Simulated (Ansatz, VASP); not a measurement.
# Cross-check of GaAs between VASP and Ansatz

One calculation is typed for both programs; each brings its own data sets and cutoff. How far apart do they land?

Main program and level: Ansatz 0.2.0; plane waves, with VASP 6.6.1 beside it; single point at PBE.

## Step 1: The structure

Symmetry: F-43m, No. 216, cubic system. Conventional cell: a = 5.654 Å, b = 5.654 Å, c = 5.654 Å, α = 90.00°, β = 90.00°, γ = 90.00°. As has 4 Ga at 2.45 Å nearest. Ga has 4 As at 2.45 Å nearest. Farther neighbours are not listed.

## Step 2: Ansatz: single point, PBE

Ansatz runs on its default PAW (the set named soft_2) files.

A single point gives forces, pressure and levels at one fixed geometry, so differences don't come from the geometry; what else differs is listed under the comparison.

The input, input.yaml:

```yaml
crystal:
  lattice:
    - [0.0, 2.82685, 2.82685]
    - [2.82685, 0.0, 2.82685]
    - [2.82685, 2.82685, 0.0]
  atoms:
    - { symbol: As, position: [0.75, 0.75, 0.75] }
    - { symbol: Ga, position: [0.0, 0.0, 0.0] }
hamiltonian:
  xc: pbe
  pseudopotentials: { kind: paw }
kpoints:
  mp_grid: { grid: [7, 7, 7] }
scf:
  occupations: { method: gaussian, width: 0.01 }
  n_extra_bands: 4
output:
  forces: true
  stress: true
  eigenvalues: true
```

On the command line:

```bash
$ ansatz run input.yaml --threads 2 --pin off --max-ram 4608MiB --backend cpu --events-out ev --progress --plain --runs-dir out
```

Numbers of over 12 decimals in the logs are rounded to 6 here.

The program printed:

```text
scf.n_extra_bands = 4 over 14 filled bands (N_el = 28.0): the run solves 18 bands
Engine: ansatz 0.2.0, x86_64-unknown-linux-gnu
Pseudopotentials: kind: paw
Pseudopotential: As, paw, valence charge 15, recommended cutoff 420 eV (normal), As.paw.azcp
Pseudopotential: Ga, paw, valence charge 13, recommended cutoff 420 eV (normal), Ga.paw.azcp
Functional definition: PBE
  parameter kappa = 0.804
  parameter beta = 0.066725
  exchange = pbe_x(kappa = kappa, mu = beta*pi^2/3)
  correlation = pbe_c(beta = beta)
Crystal: 2 atoms, lattice volume = 45.179 Å³
Basis set: ecut = 420 eV, 893 PW (Γ), exchange–correlation on 54×54×54 points (8 copies of the dense FFT grid, shifted against one another)
Bands: 18, of which v1, the nominal top of the filled ones, is band 14 counted from 1 (13 counted from 0)
Symmetry: 24 space group operations
Space group: F-43m (ITA 216), of the structure as read, at distance tolerance 3.6e-5 Å
k-points: 20 of 343 (time reversal used)
Non-local potential: As, projectors of the file, l = 0: 2, l = 1: 2, l = 2: 3, l = 3: 1
Non-local potential: Ga, projectors of the file, l = 0: 2, l = 1: 2, l = 2: 3, l = 3: 1
PAW form: soft (Blöchl's): semilocal exchange-correlation on the pseudo side does not see the compensation charge
PAW one-centre angular grid: As, 590 points (default); XC on 64 Gauss nodes
PAW one-centre angular grid: Ga, 590 points (default); XC on 64 Gauss nodes
Initial density: superposition of atomic densities (neutral atoms: chi_scale 0, normalization atom), corrected by the library's trained network
Initial wavefunctions: pseudopotential atomic-orbital guess
Functional: x = pbe(κ = 0.804, μ = 0.219515), c = pbe(β = 0.066725)
SCF iter   1: F=—  HF=-8639.829086 eV  |F-HF|=—  |Δ(HF+E_count)|=         —  Δρ=1.67e-3  dr2=2.07e-3  ethr=1.77e-3  ⟨swp⟩=6.0  Hψ=1706  notcnv=0
preconditioner: auto → none  [insulator: Δε(μ)=0.507 eV  Ē_g=15.484 eV  σ=0.010 eV  W_gap=1.00  n_scr=14 (ndim 8)  ℏωp=23.4 eV  f_vac=0.086  D(μ)=0.00/eV (n_scr^D=0)  ε∞_Penn≈3.3]
SCF iter   2: F=—  HF=-8639.828279 eV  |F-HF|=—  |Δ(HF+E_count)|=   8.07e-4  Δρ=7.81e-4  dr2=2.52e-4  ethr=7.38e-6  ⟨swp⟩=2.2  Hψ=784  notcnv=0
SCF iter   3: F=—  HF=-8639.828214 eV  |F-HF|=—  |Δ(HF+E_count)|=   6.47e-5  Δρ=2.44e-4  dr2=3.14e-5  ethr=8.99e-7  ⟨swp⟩=2.0  Hψ=620  notcnv=0
SCF iter   4: F=—  HF=-8639.828234 eV  |F-HF|=—  |Δ(HF+E_count)|=   1.96e-5  Δρ=1.25e-4  dr2=9.36e-6  ethr=1.12e-7  ⟨swp⟩=2.7  Hψ=547  notcnv=0
SCF iter   5: F=—  HF=-8639.828241 eV  |F-HF|=—  |Δ(HF+E_count)|=   6.93e-6  Δρ=3.53e-5  dr2=6.15e-7  ethr=3.34e-8  ⟨swp⟩=2.0  Hψ=440  notcnv=0
SCF iter   6: F=-8639.828241 eV  HF=-8639.828241 eV  |F-HF|=3.79e-9  |Δ(HF+E_count)|=   4.61e-7  Δρ=5.62e-6  dr2=1.86e-8  ethr=3.57e-10  ⟨swp⟩=5.2  Hψ=1634  notcnv=0
SCF 1 converged in 6 iterations: F = -8639.828241 eV  dr2 = 1.86e-8
  greatest PAW one-centre occupation: 0.999 electrons in one spin orbital (limit 2), on the As atom at site 0 (counted from 0), in its partial waves of l = 2
SCF converged after 6 iterations
Free energy (F): -8639.828241 eV
Harris-Foulkes:  -8639.828241 eV  (|F-HF|=3.79e-9)
Internal energy: -8639.828241 eV  (E = F + TS)
E sigma→0 (E₀):  -8639.828241 eV
Fermi energy:    8.443985 eV
--- Per-component energies (eV) ---
  E_band       = -311.885905
  E_kinetic    = 219.505206
  E_local      = -3915.594973  (includes V_loc(G=0)·N_el)
  E_nonlocal   = -245.751567
  E_hartree    = 1973.547809
  E_xc         = -148.491764
  E_vxc        = -137.527299  (∫ρ·V_xc dr)
  E_paw        = -3824.315029  (= ΣΔE_a)
  E_vpaw       = -179.613541  (= ΣTr[D̂ρ^β])
  E_aug_tail   = -0.000138  (compensation charges beyond the density's cutoff)
  E_ewald      = -2698.727786
  E_smearing   = -0.000000  (= −TS)
  E_closure    = -0.000000  (closes the sum)
  Σ components = -8639.828241   (vs F -8639.828241, Δ=0.00e0)
--- Forces (eV/Å), atoms counted from 1 ---
  atom   1  As     0.00000000    -0.00000000    -0.00000000
  atom   2  Ga    -0.00000000    -0.00000000     0.00000000
  max |Σ_I F_I| component: 2.41e-16 eV/Å
--- Stress (GPa, compression-positive) ---
        3.260207       0.000000      -0.000000
       -0.000000       3.260207       0.000000
       -0.000000       0.000000       3.260207
  P = ⅓ Tr σ = 3.2602 GPa (32.602 kbar)
--- Band table (eV; the first three rows and the last of 20) ---
  k-point 0: bands = [... 10 lower, -4.5413, 8.1865, 8.1865, 8.1865, 8.7013, 11.9238, 11.9238, 11.9238]
  k-point 1: bands = [... 10 lower, -4.3038, 5.9025, 7.8906, 7.8906, 9.8151, 12.3563, 12.3563, 12.5738]
  k-point 2: bands = [... 10 lower, -3.6592, 3.4902, 7.3937, 7.3937, 9.5335, 12.8585, 12.8585, 14.7255]
  k-point 19: bands = [... 10 lower, -2.0631, 1.6117, 4.3823, 5.4190, 11.4985, 13.4050, 14.2026, 14.8819]
```

It took 1 s on 2 threads of Intel Xeon Platinum 8259CL at 2.50GHz (Skylake/Cascade Lake), shared host; peak memory 0.37 GiB.

The column dr2 measures how far the density is from self-consistency, as an energy; F and HF (Harris–Foulkes) agree once it is small.

The run ends at a pressure of 3.26 GPa.

## Step 3: VASP: single point, PBE

The same cell, functional, mesh and smearing now go to VASP, with its own data sets and cutoff.

Lines of VASP's logs that name or quote its potential files are left out, and so is its time.

The input, INCAR:

```
SYSTEM = GaAs
PREC = Accurate
ENCUT = 400
EDIFF = 1E-07
NELM = 100
ISMEAR = 0
SIGMA = 0.01
LREAL = .FALSE.
ALGO = Normal
GGA = PE
NBANDS = 15
LORBIT = 11
LWAVE = .FALSE.
LCHARG = .FALSE.
KPAR = 2
```

The input, POSCAR:

```
GaAs
1.0
    0.0000000000      2.8268500000      2.8268500000
    2.8268500000      0.0000000000      2.8268500000
    2.8268500000      2.8268500000      0.0000000000
As Ga
1 1
Direct
    0.7500000000      0.7500000000      0.7500000000
    0.0000000000      0.0000000000      0.0000000000
```

The input, KPOINTS:

```
Automatic mesh
0
Gamma
7 7 7
0 0 0
```

Potentials, in the order of the species: As and Ga_d (PBE family, release 64).

On the command line:

```bash
$ mpirun -np 2 vasp_std
```

The program printed:

```text
[banner, memory and clock lines left out]
running    2 mpi-ranks, on    1 nodes
 distrk:  each k-point on    1 cores,    2 groups
 distr:  one band on    1 cores,    1 groups

 POSCAR found type information on POSCAR AsGa
 POSCAR found :  2 types and       2 ions
 LDA part: xc-table for (Slater+PW92), standard interpolation
 POSCAR, INCAR and KPOINTS ok, starting setup
 FFT: planning ... GRIDC
 FFT: planning ... GRID_SOFT
 FFT: planning ... GRID
 WAVECAR not read
 entering main loop
       N       E                     dE             d eps       ncg     rms          rms(c)
DAV:   1     0.804757302703E+02    0.80476E+02   -0.80875E+03   600   0.144E+03
DAV:   2    -0.234686075198E+01   -0.82823E+02   -0.79729E+02   677   0.300E+02
DAV:   3    -0.831392052564E+01   -0.59671E+01   -0.59512E+01   740   0.657E+01
DAV:   4    -0.840031718368E+01   -0.86397E-01   -0.86388E-01   677   0.910E+00
DAV:   5    -0.840160932050E+01   -0.12921E-02   -0.12921E-02   796   0.101E+00    0.291E+00
DAV:   6    -0.825537214546E+01    0.14624E+00   -0.22488E-01   893   0.834E+00    0.175E+00
DAV:   7    -0.823568026013E+01    0.19692E-01   -0.65838E-02   757   0.193E+00    0.566E-01
DAV:   8    -0.823653301110E+01   -0.85275E-03   -0.10552E-02   712   0.123E+00    0.106E-01
DAV:   9    -0.823692264422E+01   -0.38963E-03   -0.97091E-04   684   0.385E-01    0.509E-02
DAV:  10    -0.823698991547E+01   -0.67271E-04   -0.72953E-05   779   0.924E-02    0.276E-02
DAV:  11    -0.823704104901E+01   -0.51134E-04   -0.72984E-05   649   0.672E-02    0.294E-03
DAV:  12    -0.823704137493E+01   -0.32591E-06   -0.12628E-06   761   0.165E-02    0.134E-03
DAV:  13    -0.823704168616E+01   -0.31123E-06   -0.49655E-07   719   0.486E-03    0.627E-04
DAV:  14    -0.823704167520E+01    0.10961E-07   -0.72164E-09   517   0.966E-04
   1 F= -.82370417E+01 E0= -.82370417E+01  d E =-.447151E-74
```

OUTCAR, selected parts (step 3):

```text
ion  position               nearest neighbor table
   1  0.750  0.750  0.750-   2 2.45   2 2.45   2 2.45   2 2.45
   2  0.000  0.000  0.000-   1 2.45   1 2.45   1 2.45   1 2.45

  LATTYP: Found a face centered cubic cell.
 ALAT       =     5.6537000000

 Subroutine GETGRP returns: Found 24 space group operations
 (whereof 24 operations were pure point group operations)

The static configuration has the point symmetry T_d .

 Found     20 irreducible k-points:

   k-points           NKPTS =     20   k-points in BZ     NKDIM =     20   number of bands    NBANDS=     15

   dimension x,y,z NGX =    28 NGY =   28 NGZ =   28
   dimension x,y,z NGXF=    56 NGYF=   56 NGZF=   56

   ENCUT  =  400.0 eV  29.40 Ry    5.42 a.u.   6.52  6.52  6.52*2*pi/ulx,y,z

   NELECT =      18.0000    total number of electrons

 k-points in reciprocal lattice and weights: Automatic mesh
   0.00000000  0.00000000  0.00000000       0.003
   0.14285714  0.00000000  0.00000000       0.023
   0.28571429  0.00000000  0.00000000       0.023
   0.42857143  0.00000000  0.00000000       0.023
   0.14285714  0.14285714  0.00000000       0.017
   0.28571429  0.14285714  0.00000000       0.070
   0.42857143  0.14285714  0.00000000       0.070
  -0.42857143  0.14285714  0.00000000       0.070
  -0.28571429  0.14285714  0.00000000       0.070
[...]
-0.42857143  0.42857143  0.14285714       0.070
  -0.28571429  0.42857143  0.14285714       0.070

 average (electrostatic) potential at core
       1 -50.3205       2 -66.3917

 E-fermi :   4.0633

 k-point     1 :       0.0000    0.0000    0.0000
  band No.  band energies     occupation
    ...
      5     -10.7987      2.00000
      6      -8.7919      2.00000
      7       3.9363      2.00000
      8       3.9363      2.00000
      9       3.9363      2.00000
     10       4.4524      0.00000
     11       7.6579      0.00000
     12       7.6579      0.00000
     13       7.6579      0.00000
     14      11.5203      0.00000
    ...

 k-point     2 :       0.1429    0.0000    0.0000
  band No.  band energies     occupation
    ...
      5     -10.7985      2.00000
      6      -8.5545      2.00000
      7       1.6497      2.00000
      8       3.6395      2.00000
      9       3.6395      2.00000
     10       5.5614      0.00000
     11       8.0910      0.00000
     12       8.0910      0.00000
     13       8.3159      0.00000
     14      12.6550      0.00000
    ...

 k-point     3 :       0.2857    0.0000    0.0000
  band No.  band energies     occupation
    ...
      5     -10.7976      2.00000
      6      -7.9096      2.00000
      7      -0.7659      2.00000
      8       3.1416      2.00000
      9       3.1416      2.00000
     10       5.2763      0.00000
     11       8.5930      0.00000
     12       8.5931      0.00000
     13      10.4731      0.00000
     14      12.7641      0.00000
    ...

  Total        0.9229714      0.9229714      0.9229714     -0.0000000      0.0000000     -0.0000000
  in kB       32.7310940     32.7310940     32.7310940     -0.0000000      0.0000000     -0.0000000
  external PRESSURE =      32.7310940 kB  Pullay stress =       0.0000000 kB

  energy-cutoff  :      400.00
  volume of cell :       45.18
      direct lattice vectors                 reciprocal lattice vectors
     0.000000000  2.826850000  2.826850000    -0.176875321  0.176875321  0.176875321
     2.826850000  0.000000000  2.826850000     0.176875321 -0.176875321  0.176875321
     2.826850000  2.826850000  0.000000000     0.176875321  0.176875321 -0.176875321

 POSITION                                       TOTAL-FORCE (eV/Angst)
 -----------------------------------------------------------------------------------
      4.24027      4.24027      4.24027        -0.000000      0.000000      0.000000
      0.00000      0.00000      0.00000         0.000000     -0.000000     -0.000000
 -----------------------------------------------------------------------------------
    total drift:                               -0.000003     -0.000003     -0.000002

  FREE ENERGIE OF THE ION-ELECTRON SYSTEM (eV)
  ---------------------------------------------------
  free  energy   TOTEN  =        -8.2370416752 eV

  energy  without entropy=       -8.2370416752  energy(sigma->0) =       -8.23704168

 total charge
# of ion       s       p       d       tot
------------------------------------------
    1        1.208   1.602   0.031   2.841
    2        0.881   0.804   9.994  11.679
--------------------------------------------------
tot          2.089   2.405  10.026  14.520

[... 3 further parts left out ...]
```

The run ends at a pressure of 3.27 GPa.

## Step 4: Side by side

Known differences besides the potentials themselves: the data sets hold 28 valence electrons in Ansatz (default PAW (the set named soft_2) files) and 18 in VASP; the cutoff is 420 eV in Ansatz and 400 eV in VASP; VASP leaves aspherical gradient terms in its spheres out (LASPH is not set), Ansatz keeps them. Total energies have different zeros and are not compared.

Both answers:

| quantity | Ansatz | VASP | difference |
| --- | --- | --- | --- |
| pressure (GPa) | 3.26 | 3.27 | -0.01 |
| gap on the k mesh (eV) | 0.515 | 0.516 | -0.001 |

A gap on the mesh is an upper bound, since the band edges may lie between its points. Ansatz's pressure holds a Pulay correction of 0.03 GPa; VASP's holds none.

## Step 5: What came out

```json
{
  "difference in gap on the k mesh (single point, PBE)": "-0.0013 eV"
}
```

**Reading.** The difference in gap on the k mesh is -0.0013 eV (single point, PBE), within the 0.08 eV picked in this series as the mark of a large difference. Such differences can come from data sets, numerical settings and the points named under the comparisons, not from the functional's error against experiment.

[Lines on the potential files, build, host, timing and source positions are cut from VASP's logs without a mark.]

[Logs are printed without paths, hosts, clocks, repeated set-up lines and the standing remarks that a program may print on its own settings, such as how far it seeks lower states.]

[Hosts, paths, dates, database ids (printed as entryN), source tags and the programs' standing remarks are cut or masked in the printed files.]
